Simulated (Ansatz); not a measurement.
## Vanadium (hcp) across density functionals

All rows: Ansatz, plane waves with scalar-relativistic PAW, 420 eV (500 eV for the SCAN forms), relaxed under each functional, no dispersion correction, no zero-point motion. B₀ comes from uniform scaling at fixed shape; a dash is a value not given.

```
functional  V (Å³/atom)                                    cell  B₀ (GPa)     magnetic state  ΔE to bcc (meV/atom)
       PBE        13.84  a = 2.612 Å, c = 4.684 Å (c/a = 1.794)       174       non-magnetic                   255
    PBEsol        13.34  a = 2.576 Å, c = 4.641 Å (c/a = 1.801)       187  spin not included                   271
       LDA        12.90  a = 2.538 Å, c = 4.625 Å (c/a = 1.822)       199  spin not included                   279
    revPBE        14.11  a = 2.632 Å, c = 4.705 Å (c/a = 1.788)       166  spin not included                   249
      RPBE        14.21  a = 2.639 Å, c = 4.712 Å (c/a = 1.786)       163  spin not included                   247
      BLYP        14.29  a = 2.624 Å, c = 4.790 Å (c/a = 1.825)       159  spin not included                   228
```

Task: What does r²SCAN give?

Result: V (Å³/atom): 13.63; cell: a = 2.599 Å, c = 4.662 Å (c/a = 1.794); magnetic state: non-magnetic; ΔE to bcc (meV/atom): 271.
